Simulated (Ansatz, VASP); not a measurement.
P: VASP beside Ansatz

The input INCAR:

```
SYSTEM = P
PREC = Accurate
ENCUT = 500
EDIFF = 1E-6
ISMEAR = 0
SIGMA = 0.1
LREAL = .False.
LASPH = .True.
NELM = 100
ALGO = Fast
ISIF = 2
LWAVE = .False.
LCHARG = .False.
GGA = RP
NBANDS = 12
```

Contents of KPOINTS:

```
regular mesh
0
Gamma
  11 11 11
  0 0 0
```

The input POSCAR:

```
P
1.0
   -1.6915100431      2.5151650373      1.8589441358
    1.6915100431     -2.5151650373      1.8589441358
    1.6915100431      2.5151650373     -1.8589441358
P
2
Direct
    0.6966908900      0.9466908900      0.7500000000
    0.3033091100      0.0533091100      0.2500000000
```

The input input.yaml:

```yaml
crystal:
  lattice:
    - [-1.6915100431, 2.5151650373, 1.8589441358]
    - [1.6915100431, -2.5151650373, 1.8589441358]
    - [1.6915100431, 2.5151650373, -1.8589441358]
  atoms:
    - { symbol: P, position: [0.69669089, 0.94669089, 0.75] }
    - { symbol: P, position: [0.30330911, 0.05330911, 0.25] }
hamiltonian:
  xc: rpbe
  pseudopotentials: { kind: paw }
kpoints:
  mp_grid: { grid: [11, 11, 11] }
scf:
  occupations: { method: gaussian, width: 0.1 }
output:
  forces: true
  stress: true
  eigenvalues: true
  write_density: true
  write_potential: true
  elf: true
  volumetric_format: npy
```

This isn't the form of P at room conditions, which is orthorhombic.

Alike in both runs: task single point; functional RPBE; k mesh 11 × 11 × 11; occupations gaussian, width 0.1 eV; no spin polarisation.

|  | VASP | Ansatz |
| --- | --- | --- |
| version | VASP 6.6.1 | Ansatz 0.2.0 |
| potentials or method | VASP PAW PBE potentials, release 64 (P) | Ansatz PAW |
| plane-wave cutoff (eV) | 500 | 420 |
| valence electrons in the cell | 10 | 10 |

VASP gave:

```
gap on the k mesh at the Fermi level (eV)       : none
pressure (GPa)                                  : 3.8
largest component of the traceless stress (GPa) : 0.99
rms of the force components (eV/Å)              : 0.196
```

Question: Estimate Ansatz's values.

Answer: gap on the k mesh at the Fermi level (eV): none; pressure (GPa): 4.4; largest component of the traceless stress (GPa): 1.18; rms of the force components (eV/Å): 0.236.

Atom by atom the forces differ by 0.040 eV/Å (rms over components). A gap of «none» marks a metal or a gap that the smearing closes.

Caveats: the PAW data sets were made with another functional, which shifts forces and pressure a little (VASP); the PAW data sets come from PBE, with cores solved anew for the run's functional, which leaves a small shift of forces and pressure (Ansatz).
